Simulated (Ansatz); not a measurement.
# HfH2: the cost of one run

Computed with Ansatz 0.2.0 (DFT PBE, scalar-relativistic, plane waves, PAW, unless a step's input says otherwise).

**1. The starting structure**

It takes space group Cmmm (No. 65, orthorhombic). The conventional cell has a = 3.610 Å, b = 6.157 Å, c = 2.906 Å, α = 90.00°, β = 90.00°, γ = 90.00°. Hf (site symmetry mmm) has 4 H at 1.78 Å as nearest neighbours. H (site symmetry 2/m) has 2 Hf at 1.78 Å and 2 H at 1.81 Å as nearest neighbours.

Structure file:

```xyz
3
Lattice="1.8051 -3.0786 0.0000 1.8051 3.0786 0.0000 0.0000 0.0000 2.9063" Properties=species:S:1:pos:R:3 pbc="T T T"
Hf    0.0000    0.0000    0.0000
H     0.9025    1.5393    0.0000
H     0.9025   -1.5393    0.0000
```

The cell is invented: random cell by space group and Wyckoff sites (Cmmm, No. 65). The dimensions are guesses.

**2. Probe: one point on a coarse mesh**

input.yaml reads:

```yaml
crystal:
  lattice:
    - [1.80506976, -3.07861378, 0.0]
    - [1.80506976, 3.07861378, 0.0]
    - [0.0, 0.0, 2.90632192]
  atoms:
    - { symbol: Hf, position: [0.0, 0.0, 0.0] }
    - { symbol: H, position: [0.0, 0.5, 0.0] }
    - { symbol: H, position: [0.5, 0.0, 0.0] }
basis:
  ecutwfc: 420
kpoints:
  mp_grid: { grid: [6, 6, 6] }
hamiltonian:
  xc: pbe
scf:
  occupations: { method: gaussian, width: 0.1 }
  lower_state_search: "off"
output:
  forces: true
  stress: true
  eigenvalues: true
```

The run is started by

```
> ansatz run input.yaml --threads 1 --pin off --max-ram 2560MiB --backend cpu --events-out ev --progress --plain --runs-dir out
```

What time and memory should one allow on 1 thread of Arm Neoverse V2, shared host?

About 1.5 s, with a peak of 0.3 GiB.
